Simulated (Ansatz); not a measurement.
## NaCl, space group Pm-3m: the orbital character of the bands

Run with Ansatz 0.2.0, Python API.

`run_fatbands.py`
```python
"""Orbital character of the bands of NaCl."""

from pathlib import Path

import ansatz as az
import numpy as np
import pandas as pd

vectors = np.array([
    [2.86, 0.0, 0.0],
    [0.0, 2.86, 0.0],
    [0.0, 0.0, 2.86],
])
crystal = (
    az.Lattice.of(vectors)
    .atom("Na", [0.0, 0.0, 0.0])
    .atom("Cl", [0.5, 0.5, 0.5])
)

points = {"G": (0.0, 0.0, 0.0), "X": (0.0, 0.5, 0.0), "M": (0.5, 0.5, 0.0), "R": (0.5, 0.5, 0.5)}
base = (
    crystal.calculation()
    .occupations("gaussian", width=0.05)
    .kpoints(spacing=0.44)
    .functional("r2scan")
    .band_structure(list(points.values()), intervals=1)
    .fat_bands()
)
def show(event):
    row = event["data"]
    if event["event"] == "scf_iter" and row.get("harris_foulkes_ev") is not None:
        print(f"  iteration {row['iter']:3d}  Harris-Foulkes {row['harris_foulkes_ev']:.5f} eV  residual {row['dr2_ev']:.2e}")


done = base.session().plan().execute(on_event=show)
rep = done.report
file = Path(done.write_results("results")) / "fatbands.tsv"
names = file.read_text().splitlines()[0].lstrip("# ").split("\t")
table = pd.read_csv(file, sep="\t", comment="#", names=names)
near = table[table.e_minus_ef.abs() < 4]
for ik, label in enumerate(points):
    print(label)
    for _, row in near[near.ik == ik].iterrows():
        main = row[names[4:]].astype(float).nlargest(2)
        print(f"   band {int(row.band):3d} {row.e_minus_ef:7.3f} eV  " + ", ".join(f"{k} {v:.2f}" for k, v in main.items()))
```

```console
$ python run_fatbands.py
DeckWarning: basis.ecutwfc = 500 eV, auto-derived from the records' recommended cutoffs: set by Na (their level for a meta-GGA)
  iteration   1  Harris-Foulkes -2573.83454 eV  residual 6.99e-03
  iteration   2  Harris-Foulkes -2573.88676 eV  residual 8.78e-04
  iteration   3  Harris-Foulkes -2573.88674 eV  residual 1.28e-04
  iteration   4  Harris-Foulkes -2573.88682 eV  residual 4.92e-07
  iteration   5  Harris-Foulkes -2573.88683 eV  residual 1.86e-08
  iteration   6  Harris-Foulkes -2573.88683 eV  residual 1.01e-09
G
X
   band   6  -3.676 eV  cl1_l1_3P 0.99, na0_l0_2S 0.00
   band   7  -3.676 eV  cl1_l1_3P 0.99, na0_l0_2S 0.00
M
   band   7  -2.873 eV  cl1_l1_3P 1.00, na0_l0_2S 0.00
   band   8   2.106 eV  na0_l0_3S 0.92, na0_l0_2S 0.02
R
   band   8   3.983 eV  na0_l1_2P 0.00, na0_l0_2S 0.00
   band   9   3.983 eV  na0_l1_2P 0.00, na0_l0_2S 0.00
   band  10   3.983 eV  na0_l1_2P 0.00, na0_l0_2S 0.00
```
(Warnings from the package without file and line.)

Total energies depend on the potentials; only differences at equal settings carry meaning. A total without «per atom» is that of the cell as typed. The starting cell is as deposited in a crystallographic database; the results hold for this polymorph, which needn't be the stable one. Gaps and levels are Kohn-Sham values on a finite set of k-points. Energies are less the Fermi level and bands count from 0. Only the largest channels are printed, equivalent atoms hold more, and in degenerate sets the split between sites is arbitrary; shells that the potentials lack have no channel. Wall time of the script: 2 s on 1 thread of Intel(R) Xeon(R) 6975P-C (Granite Rapids) (shared host), peak memory 0.42 GiB.
